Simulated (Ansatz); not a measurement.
Ansatz input

```yaml
crystal:
  lattice:
    - [1.8778599936, 1.0841829728, 2.1547276236]
    - [-1.8778599936, 1.0841829728, 2.1547276236]
    - [0.0, -2.1683659456, 2.1547276235]
  atoms:
    - { symbol: Hg, position: [0.0, 0.0, 0.0] }
hamiltonian:
  xc: r2scan
  pseudopotentials:
    kind: paw
    azcp:
      Hg: "pseudopotentials/Hg.paw.azcp"
basis:
  ecutwfc: 500
  fft_grid_basis: typed
kpoints:
  mp_grid: { grid: [2, 2, 2], shift: [0, 0, 0] }
magnetization:
  spin_polarized: false
scf:
  occupations: { method: fermi_dirac, width: 0.1 }
  lower_state_search: "off"
output:
  stress: true
```

and its output:

```
Engine: ansatz 0.2.0, aarch64-unknown-linux-gnu
Pseudopotentials: kind: paw
Pseudopotential: Hg, paw, valence charge 20, recommended cutoff 500 eV (meta_gga) 
Functional definition: r2SCAN
  parameter k0 = 0.174
  parameter k1 = 0.065
  parameter a1 = 4.9479
  exchange = r2scan_x(k0 = k0, k1 = k1, a1 = a1)
  correlation = r2scan_c
Crystal: 1 atoms, lattice volume = 26.321 Å³
Basis set: ecut = 500 eV, 667 PW (Γ), exchange–correlation on 96×96×96 points (64 copies of the dense FFT grid, shifted against one another)
Bands: 14, of which v1, the nominal top of the filled ones, is band 10 counted from 1 (9 counted from 0)
Symmetry: 12 space group operations
Space group: R-3m (ITA 166), of the structure as read, at distance tolerance 3.0e-5 Å
k-points: 4 of 8
Non-local potential: Hg, projectors of the file, l = 0: 3, l = 1: 2, l = 2: 2, l = 3: 1
PAW form: soft (Blöchl's): semilocal exchange-correlation on the pseudo side does not see the compensation charge
PAW frozen core: Hg, regenerated for the run's functional (the file was generated under x = pbe(κ = 0.804, μ = 0.2195149727645171), c = pbe(β = 0.06672455060314922))
PAW one-centre angular grid: Hg, 590 points (default); XC on 160 Gauss nodes
Initial density: superposition of atomic densities (neutral atoms: chi_scale 0, normalization atom), corrected by the library's trained network
Initial wavefunctions: pseudopotential atomic-orbital guess
Functional: x = r2scan, c = r2scan; τ floored in thin density (d = 2e-4 eV/Å³)
SCF iter   1: F=-13826.052584 eV  HF=-13826.059792 eV  |F-HF|=7.21e-3  |Δ(HF+E_count)|=         —  Δρ=1.88e-2  dr2=5.92e-2  dr2_τ=9.09e-3  ethr=1.77e-3  ⟨swp⟩=4.8  Hψ=305  notcnv=0
SCF iter   2: F=-13826.041099 eV  HF=-13826.078104 eV  |F-HF|=3.70e-2  |Δ(HF+E_count)|=   1.83e-2  Δρ=1.36e-2  dr2=5.13e-2  dr2_τ=7.65e-3  ethr=2.96e-4  ⟨swp⟩=2.0  Hψ=155  notcnv=0
SCF iter   3: F=-13826.064974 eV  HF=-13826.065137 eV  |F-HF|=1.63e-4  |Δ(HF+E_count)|=   1.30e-2  Δρ=4.07e-3  dr2=3.52e-3  dr2_τ=6.24e-4  ethr=2.57e-4  ⟨swp⟩=2.0  Hψ=110  notcnv=0
SCF iter   4: F=-13826.066148 eV  HF=-13826.065974 eV  |F-HF|=1.74e-4  |Δ(HF+E_count)|=   8.37e-4  Δρ=1.01e-3  dr2=2.31e-4  dr2_τ=1.04e-5  ethr=1.76e-5  ⟨swp⟩=2.5  Hψ=128  notcnv=0
SCF iter   5: F=-13826.066244 eV  HF=-13826.066249 eV  |F-HF|=5.25e-6  |Δ(HF+E_count)|=   2.75e-4  Δρ=3.49e-4  dr2=3.18e-5  dr2_τ=3.69e-6  ethr=1.15e-6  ⟨swp⟩=2.0  Hψ=94  notcnv=0
SCF iter   6: F=-13826.066253 eV  HF=-13826.066253 eV  |F-HF|=2.07e-7  |Δ(HF+E_count)|=   4.07e-6  Δρ=4.09e-5  dr2=4.27e-7  dr2_τ=3.52e-8  ethr=1.59e-7  ⟨swp⟩=2.0  Hψ=80  notcnv=0
SCF iter   7: F=-13826.066254 eV  HF=-13826.066254 eV  |F-HF|=1.23e-9  |Δ(HF+E_count)|=   4.50e-7  Δρ=3.57e-6  dr2=5.00e-9  dr2_τ=3.59e-10  ethr=5.00e-10  ⟨swp⟩=4.5  Hψ=185  notcnv=0
SCF 1 converged in 7 iterations: F = -13826.066254 eV  dr2 = 5.00e-9
SCF converged after 7 iterations
Free energy (F): -13826.066254 eV
Harris-Foulkes:  -13826.066254 eV  (|F-HF|=1.23e-9)
Internal energy: -13825.999000 eV  (E = F + TS)
E sigma→0 (E₀):  -13826.032627 eV
Entropy (-TS):   -0.067253 eV (-67.253 meV/atom)
Fermi energy:    13.002700 eV
--- Per-component energies (eV) ---
  E_band       = -445.520354
  E_kinetic    = 604.233373
  E_local      = -2719.835285  (includes V_loc(G=0)·N_el)
  E_nonlocal   = 75.101252
  E_hartree    = 1161.954468
  E_xc         = -207.115025
  E_vxc        = -287.975229  (∫ρ·V_xc dr)
  E_paw        = -9971.871463  (= ΣΔE_a)
  E_vpaw       = -460.788591  (= ΣTr[D̂ρ^β])
  E_aug_tail   = 0.000376  (compensation charges beyond the density's cutoff)
  E_vtau       = 19.830763  (kinetic-family band-sum trace: ∫τ·v_τ [+ j·A + Jᵃ·Aᵃ] dr)
  E_ewald      = -2768.317767
  E_core_change = -0.148928  (= ΣΔE_core)
  E_smearing   = -0.067253  (= −TS)
  E_closure    = -0.000000  (closes the sum)
  Σ components = -13826.066254   (vs F -13826.066254, Δ=0.00e0)
--- Stress (GPa, compression-positive) ---
        8.333200       0.000000       0.000000
        0.000000       8.333200       0.000000
       -0.000000       0.000000       2.823775
  P = ⅓ Tr σ = 6.4967 GPa (64.967 kbar)
```

Command:

```sh
ansatz run input.yaml --threads 2 --pin off --max-ram 5120MiB --backend cpu --events-out ev --progress --plain --runs-dir out
```

On 2 threads of Arm Neoverse V1 (shared host) this took about 0.77 s of wall time and 1.3 s of CPU time, with 0.31 GiB at the peak.
